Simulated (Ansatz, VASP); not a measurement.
## One calculation of H3CCl, two programs

```xyz
30
Lattice="8.9528 0.0000 0.0000 0.0000 8.9528 0.0000 0.0000 0.0000 8.9528" Properties=species:S:1:pos:R:3 pbc="T T T"
C     1.6037    5.4830    2.0602
C     6.9451    1.9925    8.5823
C     0.4342    3.7921    5.0002
C     8.4526    8.7686    5.9149
C     4.4424    8.1883    7.4975
C     6.9768    5.4150    7.4743
Cl    0.7790    3.9695    1.5623
Cl    6.3751    1.8206   10.2642
Cl    1.0401    3.3487    6.6325
Cl    8.9619    8.7474    4.2021
Cl    3.3872    8.3232    8.9383
Cl    6.4238    5.6653    9.1548
H     0.8450    6.1976    2.4016
H     2.2947    5.2445    2.8759
H     2.1546    5.8803    1.2059
H     7.6186    2.8497    8.5189
H     7.4845    1.0839    8.3093
H     6.0766    2.1399    7.9240
H     0.1829    4.8597    5.0036
H     1.2218    3.5860    4.2740
H    -0.4489    3.1842    4.7633
H     7.4336    9.1669    5.9640
H     8.4786    7.7436    6.3036
H     9.1420    9.4060    6.4829
H     5.3720    8.7475    7.6882
H     4.6693    7.1301    7.3394
H     3.9094    8.6107    6.6289
H     6.9754    6.3843    6.9638
H     7.9894    4.9910    7.4944
H     6.2837    4.7286    6.9696
```

Alike in both runs: functional PBE; k mesh 1 × 1 × 1; occupations fermi-dirac, width 0.02 eV; no spin polarisation.

Ansatz relaxed the structure, and its values are those at the end. VASP's run is a single point on that final structure, the one shown.

```csv
,VASP,Ansatz
version,VASP 6.6.1,Ansatz 0.2.0
potentials or method,"VASP PAW PBE potentials, release 64 (C, Cl, H)","scalar-relativistic, plane waves, PAW"
plane-wave cutoff (eV),520,420
valence electrons in the cell,84,84
```

Ansatz gave:

* gap on the k mesh at the Fermi level (eV): 5.18
* rms of the force components (eV/Å): 0.074

Question: What did VASP give for the same quantities?

Answer: gap on the k mesh at the Fermi level (eV): 5.19; rms of the force components (eV/Å): 0.069.

The functional is the same, so the differences come from potentials, cutoffs and numerics. Ansatz warned: «xc_potential_rough_in_thin_density».
